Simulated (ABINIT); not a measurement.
TiCo:

```
Co Ti
1.0
     2.98611    0.00000    0.00000
     0.00000    2.98611    0.00000
     0.00000    0.00000    2.98611
Co Ti
1 1
Cartesian
  1.4931 1.4931 1.4931
  0.0000 0.0000 0.0000
```

The cell comes from a database or a generator and needn't be the stable form of this composition.

Base run:

```yaml
Program: ABINIT 10.8.3 (patched build)
Functional: PBE
Potentials_or_basis: JTH PAW PBE v2.0
Cutoff: 707 eV
k_mesh: 9 × 9 × 9
Occupations: fermi-dirac, width 0.05 eV
Spin: no spin polarisation
```

Its results: band gap on the k mesh none (metal or under the smearing width); pressure -2.2 GPa.

**Question.** The run is repeated on the same cell with these changes: spin from no spin polarisation to collinear spin, antiferromagnetic start. What comes out?

**Answer.** Band gap on the k mesh none (metal or under the smearing width); pressure -0.3 GPa; net moment 0.82 μB per cell; site moments Co +0.92; Ti -0.03 μB.

Caveats: small starting moments can end in a higher magnetic state in this program (some runs).
